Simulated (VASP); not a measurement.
Wanted: the native input for a VASP 6.6.1 run.

- Task: relaxation of cell and atoms
- Functional: rev-vdW-DF2
- Potentials or basis: VASP PAW PBE potentials, release 64 (Te, Mo_sv)
- Cutoff: 600 eV
- k mesh: 9 × 9 × 2
- Occupations: gaussian, width 0.03 eV
- Spin: no spin polarisation
- Further INCAR settings: ALGO = Normal; EDIFF = 1e-06; IBRION = 2; EDIFFG = -0.01; NSW = 90; ISIF = 3

The structure of Te2Mo lies in POSCAR:

```
Te2Mo
1.0
    3.5182000000      0.0000000000      0.0000000000
   -1.7591000000      3.0468505800      0.0000000000
    0.0000000000      0.0000000000     13.9736000000
Te Mo
4 2
Direct
    0.3333333300      0.6666666700      0.6210000000
    0.6666666700      0.3333333300      0.1210000000
    0.3333333300      0.6666666700      0.8790000000
    0.6666666700      0.3333333300      0.3790000000
    0.3333333300      0.6666666700      0.2500000000
    0.6666666700      0.3333333300      0.7500000000
```

The input as run:

INCAR

```
SYSTEM = Te2Mo
PREC     = Accurate       ! precision mode
ENCUT    = 600            ! plane-wave cutoff, eV
EDIFF    = 1E-6           ! SCF threshold, eV
ISMEAR   = 0              ! smearing method
SIGMA    = 0.03           ! smearing width, eV
LREAL    = .False.        ! projectors in reciprocal space
LASPH    = .True.         ! aspherical terms in the spheres
NELM     = 80             ! most SCF steps
ALGO     = Normal         ! electronic algorithm
ISIF     = 3              ! what is computed and relaxed
LWAVE    = .False.        ! write WAVECAR
LCHARG   = .False.        ! write CHGCAR
GGA      = MK             ! functional
LUSE_VDW = .True.       
AGGAC    = 0.0          
PARAM1   = 0.1234       
PARAM2   = 0.711357     
ZAB_VDW  = -1.8867      
IBRION   = 2              ! ionic algorithm
NSW      = 90             ! ionic steps
EDIFFG   = -0.01          ! ionic threshold
```

KPOINTS

```
Automatic mesh
0
Gamma
  9 9 2
  0 0 0
```

Potentials or basis: VASP PAW PBE potentials, release 64 (Te, Mo_sv).

Launch:

```sh
$ cat potpaw_PBE.64/Te/POTCAR potpaw_PBE.64/Mo_sv/POTCAR > POTCAR
$ mpirun -np 1 vasp_std > vasp.out
```

It gave:

```yaml
Relaxed_volume: 25.31 Å³/atom
Relaxed_cell: a = 3.533 Å, b = 3.533 Å, c = 14.048 Å, α = 90.00°, β = 90.00°, γ = 120.00°
Space_group_after_relaxing_to_0.05_Å: P6_3/mmc (No. 194)
Energy_gained_by_relaxing: 2.2 meV/atom
Ionic_steps: 7
Pressure_after_relaxing: 0.1 GPa
Band_gap_on_the_k_mesh: 0.77 eV, indirect (least direct gap 1.03 eV)
```

Caveat: the PAW data sets were made with another functional, which shifts forces and pressure a little; spin-orbit coupling is left out, which moves the levels of the heavy elements; an odd mesh through Γ misses points on the zone boundary, where band edges often lie.

Run time: 17 min on 1 thread of Intel(R) Xeon(R) Platinum 8488C (Sapphire Rapids), on a shared host, peak memory 0.79 GiB.
